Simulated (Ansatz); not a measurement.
An input for the plane-wave PAW code Ansatz:

```yaml
crystal:
  lattice:
    - [4.6652799147, 0.0, 0.0]
    - [-2.3326399573, 4.0402509219, 0.0]
    - [0.0, 0.0, 7.619957194]
  atoms:
    - { symbol: K, position: [0.3333333333, 0.6666666667, 0.75] }
    - { symbol: K, position: [0.6666666667, 0.3333333333, 0.25] }
basis:
  ecutwfc: 420
  ecutrho_ratio: 4
kpoints:
  mp_grid: { grid: [6, 6, 4] }
hamiltonian:
  xc: hse06
scf:
  occupations: { method: gaussian, width: 0.05 }
output:
  forces: true
  stress: true
  eigenvalues: true
relax:
  f_tol: 0.01
  max_steps: 40
  cell: { stress_tol: 0.1, fix: [volume] }
```

At room temperature and ambient pressure K is bcc.

Problem. Predict the main results.

Solution. Energy lowered by 1.3 meV/atom, pressure 0.2 GPa, gap on the mesh zero (metallic) (HSE06, scalar-relativistic).

What the program printed, in part:

```
Pseudopotentials: kind: paw
Pseudopotential: K, paw, valence charge 9, recommended cutoff 420 eV (normal), K.paw.azcp
Crystal: 2 atoms, lattice volume = 143.628 Å³
Basis set: ecut = 420 eV, 2803 PW (Γ), exchange–correlation on 64×64×108 points (8 copies of the dense FFT grid, shifted against one another)
Bands: 13, of which v1, the nominal top of the filled ones, is band 9 counted from 1 (8 counted from 0)
Symmetry: 24 space group operations
Space group: P63/mmc (ITA 194), of the structure as read, at distance tolerance 5.2e-5 Å
k-points: 21 of 144
Initial density: superposition of atomic densities (neutral atoms: chi_scale 0, normalization atom), corrected by the library's trained network
Initial wavefunctions: pseudopotential atomic-orbital guess
```

SCF trace (energy estimate counted from the last row; the run made several SCF loops, for ionic steps, more bands or searches for a lower state, numbered loop.iteration):
| iteration | ΔE (eV) | density residual (eV) |
| --- | --- | --- |
| 1.1 | 1.750 | 1.88e-4 |
| 1.2 | 1.749 | 5.27e-5 |
| 1.3 | 1.749 | 1.04e-6 |
| 1.4 | 1.749 | 1.71e-7 |
| 1.5 | 1.749 | 2.69e-9 |
| 1.6 | 1.749 | 3.93e-10 |
| 1.7 | 1.749 | 1.51e-10 |
| 1.8 | 1.749 | 1.97e-11 |
| 2.1 | 3.2e-03 | 7.10e-4 |
| 2.2 | 3.4e-03 | 2.08e-4 |
| 2.3 | 3.4e-03 | 4.95e-5 |
| 2.4 | 2.6e-03 | 4.63e-6 |
| 2.5 | 2.6e-03 | 3.93e-7 |
| … | … | … |
| 11.3 | 0.000 | 9.04e-11 |
| 11.4 | 0.000 | 3.22e-11 |
| 12.1 | 0.000 | 5.58e-11 |
| 12.2 | 0.000 | 4.29e-12 |

```
hybrid SCF converged: 2 outer / 6 inner (+0 warm-up), last move |dexx| = 3.20e-12 eV, tail = 9.26e-12 eV
Free energy (F): -3077.319689 eV
Frozen-core exchange: fock
E sigma→0 (E₀):  -3077.319164 eV
Entropy (-TS):   -0.001050 eV (-0.525 meV/atom)
Fermi energy:    1.765895 eV
--- Forces (eV/Å), atoms counted from 1 ---
  atom   1  K      0.00000000     0.00000000     0.00000000
  atom   2  K      0.00000000     0.00000000     0.00000000
--- Stress (GPa, compression-positive) ---
        0.209257       0.000000       0.000000
        0.000000       0.209257       0.000000
        0.000000       0.000000       0.205215
  P = ⅓ Tr σ = 0.2079 GPa (2.079 kbar)
--- Relaxed structure (3 steps of the walk, 3 accepted, 1 SCFs on fresh bases) ---
  F+E_penalty+E_count = -3077.31968862 eV   max|allowed force component| = 1.735e-18 eV/Å   (the final SCF, on the basis selected at the relaxed cell)
  cell:  # Å, volume = 143.6278 Å³
    - [4.71255, 0.00000, 0.00000]
    - [-2.35627, 4.08118, 0.00000]
    - [0.00000, 0.00000, 7.46787]
  atoms:
    - { symbol: K, position: [0.33333, 0.66667, 0.75000] }
    - { symbol: K, position: [0.66667, 0.33333, 0.25000] }
```

It took about 4 core-minutes on a shared host.

Total energies depend on the potentials used, so only differences within one code and one set of settings carry meaning.

For a metal under a hybrid functional this mesh is coarse.
